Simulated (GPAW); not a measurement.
The system is MnO.

```xyz
2
Lattice="0.0000 2.2220 2.2220 2.2220 0.0000 2.2220 2.2220 2.2220 0.0000" Properties=species:S:1:pos:R:3 pbc="T T T"
Mn    0.0000    0.0000    0.0000
O     2.2220    2.2220    2.2220
```

Program: GPAW 26.7.0. Alike in all runs: task single point; potentials or basis GPAW PAW data sets (gpaw-data 1.2.1), pw; spin collinear, ferromagnetic start; cell as given; k mesh 7 × 7 × 7; cutoff (eV) 800; smearing fermi-dirac 0.05 eV.

Q: Order these runs on this cell by their band gap on the k mesh, lowest first.
A. level r2SCAN+U; U Mn d U = 2 eV
B. level r2SCAN+U; U Mn d U = 6 eV
C. level r2SCAN+U; U Mn d U = 3 eV
D. level r2SCAN
E. level r2SCAN+U; U Mn d U = 5 eV

A: D (metal), A (0.45 eV), C (0.72 eV), E (1.20 eV), B (1.40 eV).

Caveats: a cell with one magnetic atom can't hold antiferromagnetic order, which such compounds often take; an odd mesh through Γ misses points on the zone boundary, where band edges often lie (some runs); semilocal functionals often make such compounds metallic where correlation or magnetic order opens a gap, which also shifts bond lengths (some runs).

Not every run made on this cell is shown here.
